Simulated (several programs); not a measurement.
**ZnS (F-43m) from semi-empirical methods to plane-wave DFT**

Measured values to be reproduced:
- band gap: 3.85 eV (direct gap E0 at Gamma; 19 K; “Electronic, vibrational, and thermodynamic properties of ZnS (zincblende and rocksalt structure)”; literature value at 19 K; includes electron-phonon renormalization, which the paper puts at about 0.1 eV; 2009; arxiv:0911.5022)
- bulk modulus: 76.9 GPa (B0; “Electronic, vibrational, and thermodynamic properties of ZnS (zincblende and rocksalt structure)”; literature value; measurement temperature not stated; 2009; arxiv:0911.5022)
- volume: 19.78 Å³ an atom (from the lattice constants; cubic lattice parameter a; “Photocatalytic Degradation of Rhodamine B Dye and Hydrogen Evolution by Hydrothermally Synthesized NaBH4—Spiked ZnS Nanostructures”; Literature value quoted for comparison in the computational part; measurement temperature not stated; 2022; pmc:9046778)

A 2-atom cell of ZnS started from a crystallographic database, relaxed with r2SCAN in Ansatz, was computed with several methods. The symmetry is F-43m (No. 216, cubic); conventional cell a = 5.388 Å, 19.55 Å³ an atom. Zn is surrounded by 4 S at 2.33 Å; S is surrounded by 4 Zn at 2.33 Å. Calculated for a static, non-magnetic cell.

```
Zn S
1.0
     0.00000    2.69410    2.69410
     2.69410    0.00000    2.69410
     2.69410    2.69410    0.00000
Zn S
1 1
Direct
  0.25000 0.25000 0.25000
  0.00000 0.00000 0.00000
```

Gaps and times are for a single point on this cell; volume and bulk modulus come from each method's own relaxation or energy curve at fixed shape. Times are rough, from shared hosts (Arm Neoverse V1), and each method has its own mesh and cell size. A dagger marks a closed or tiny gap in a crystal that DFT finds insulating: a failure of the method or a wrong SCF state. PM6 (MOPAC), PM7 (MOPAC), GFN1-xTB (tblite), GFN2-xTB (tblite) treat a cluster of cells at its zone centre, which samples few k points: where these miss a band edge, the gap comes out too large for that reason alone. Gaps from k meshes are read at a limited set of points (mesh, symmetry points, PBE's band edges), so each method's own least gap may be somewhat smaller. Force fields have no electrons; where one was fitted to this phase, its volume and modulus reflect the fit. xTB and the PM methods were fitted mostly to molecules, and can miss a solid's gap by electronvolts. Minimal bases can be far off for gaps. Times of the plane-wave ladder aren't listed, since it ran on unlike processors and cards. GLLB-SC's gap includes the derivative discontinuity. d marks a direct gap, i an indirect one (no mark: not told apart), a dash a value that wasn't computed or didn't pass its checks.

| method | kind | gap (eV) | own volume (Å³/atom) | bulk modulus (GPa) | atoms computed | processor time |
| --- | --- | --- | --- | --- | --- | --- |
| PBEsol | semilocal | – | 19.21 | – | 2 | – |
| CdTeZnSeHgS0.sw (LAMMPS) | force field | – | 19.75 | – | 2 | 0.12 s |
| light PBE (260 eV and a coarse mesh) | light plane-wave | 2.22 d | – | – | 2 | 0.76 s |
| non-self-consistent DFTB (CP2K) | tight binding | 1.42 i | – | – | 2 | 1.8 s |
| PBE | semilocal | 2.15 d | 20.16 | 69 | 2 | – |
| LDA | semilocal | 1.90 d | 18.58 | – | 2 | – |
| GFN1-xTB (tblite) | tight binding | 0.00† | – | – | cluster | 3.2 s |
| GFN2-xTB (tblite) | tight binding | 1.37 | 20.86 | 48 | cluster | 4.3 s |
| r2SCAN | semilocal | 2.71 d | 19.55 | 79 | 2 | – |
| PBE/SZV (CP2K) | small basis | 2.16 d | 19.60 | 98 | 2 | 6.8 s |
| PBE/single zeta (GPAW) | small basis | 2.03 d | – | – | 2 | 7.9 s |
| GLLB-SC (GPAW) | model potential | 3.65 | – | – | 2 | 11 s |
| PM7 (MOPAC) | semi-empirical | 2.45 | – | – | cluster | 12 s |
| PBE/DZVP (CP2K) | small basis | 2.13 d | 20.26 | 70 | 2 | 18 s |
| PM6 (MOPAC) | semi-empirical | 2.83 | – | – | cluster | 33 s |
| LC-ωPBE | hybrid | 8.28 d | – | – | 2 | – |
| PBE0 | hybrid | 4.04 d | – | – | 2 | – |
| HSE06 | hybrid | 3.38 d | 19.96 | – | 2 | – |
| DDH-PBE0 | hybrid | 3.41 d | – | – | 2 | – |
| Hartree-Fock | exact exchange | 10.28 d | – | – | 2 | – |

Against HSE06 (3.38 eV) and with closed or daggered gaps left aside, the nearest gap at the points sampled is that of DDH-PBE0 (+0.03 eV) and the farthest that of Hartree-Fock (+6.90 eV). HSE06 is only a yardstick of convenience, and nearness to it can be luck.

Volumes against r2SCAN's: PBEsol -1.7 %, CdTeZnSeHgS0.sw (LAMMPS) +1.0 %, PBE +3.1 %, LDA -5.0 %, GFN2-xTB (tblite) +6.7 %, PBE/SZV (CP2K) +0.2 %, PBE/DZVP (CP2K) +3.6 %, HSE06 +2.1 %.

Runs without a result: non-self-consistent DFTB (CP2K) (relaxation).

Comparison with experiment:
- Band gap, measured 3.85 eV: light PBE (260 eV and a coarse mesh) -1.63 eV, non-self-consistent DFTB (CP2K) -2.43 eV, PBE -1.70 eV, LDA -1.95 eV, GFN1-xTB (tblite) -3.85 eV, GFN2-xTB (tblite) -2.48 eV, r2SCAN -1.14 eV, PBE/SZV (CP2K) -1.69 eV, PBE/single zeta (GPAW) -1.82 eV, GLLB-SC (GPAW) -0.20 eV, PM7 (MOPAC) -1.40 eV, PBE/DZVP (CP2K) -1.72 eV, PM6 (MOPAC) -1.02 eV, LC-ωPBE +4.43 eV, PBE0 +0.19 eV, HSE06 -0.47 eV, DDH-PBE0 -0.44 eV, Hartree-Fock +6.43 eV.
- Bulk modulus, measured 76.9 GPa: PBE -9.7 %, GFN2-xTB (tblite) -38.1 %, r2SCAN +2.2 %, PBE/SZV (CP2K) +27.8 %, PBE/DZVP (CP2K) -8.8 %.
- Volume, measured 19.78 Å³ an atom: PBEsol -2.9 %, CdTeZnSeHgS0.sw (LAMMPS) -0.2 %, PBE +1.9 %, LDA -6.1 %, GFN2-xTB (tblite) +5.5 %, r2SCAN -1.1 %, PBE/SZV (CP2K) -0.9 %, PBE/DZVP (CP2K) +2.4 %, HSE06 +0.9 %.
The calculations are for a static lattice; samples hold vibrations, temperature and, in optical gaps, excitons. A measured value is shown where most reports agree with it, and only for the quantities listed.
